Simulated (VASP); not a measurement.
SnSe, 8 atoms in the cell. Symmetry: Pnma, No. 62, orthorhombic system. Conventional cell: a = 11.420 Å, b = 4.190 Å, c = 4.460 Å, α = 90.00°, β = 90.00°, γ = 90.00°. Around Sn (site symmetry m) lie 3 Se at 2.69 to 2.83 Å. Se (site symmetry m) has 3 Sn at 2.69 to 2.83 Å as nearest neighbours. 

| Quantity | Value |
| --- | --- |
| Program | VASP 6.6.1 |
| Task | band structure |
| Functional | r2SCAN |
| Potentials or basis | VASP PAW PBE potentials, release 64 (Sn_d, Se) |
| Cutoff | 520 eV |
| k mesh | 4 × 6 × 6 |
| Occupations | gaussian, width 0.02 eV |
| Spin | no spin polarisation |
| Ladder | gaps |
| Further INCAR settings | ALGO = Normal; EDIFF = 1e-06 |

Potentials or basis: VASP PAW PBE potentials, release 64 (Sn_d, Se).

Command:

```console
$ cat potpaw_PBE.64/Sn_d/POTCAR potpaw_PBE.64/Se/POTCAR > POTCAR
$ mpirun -np 2 vasp_std > vasp.out
```

Hardware: 2 MPI ranks on Intel(R) Xeon(R) Platinum 8488C (Sapphire Rapids), with other jobs on the host.

Q: Estimate the wall time of this run.

A: It took 34 min on 2 MPI ranks on Intel(R) Xeon(R) Platinum 8488C (Sapphire Rapids), with other jobs on the host, peak memory 0.8 GiB a rank. Counts: scf iterations 74, k points 48.
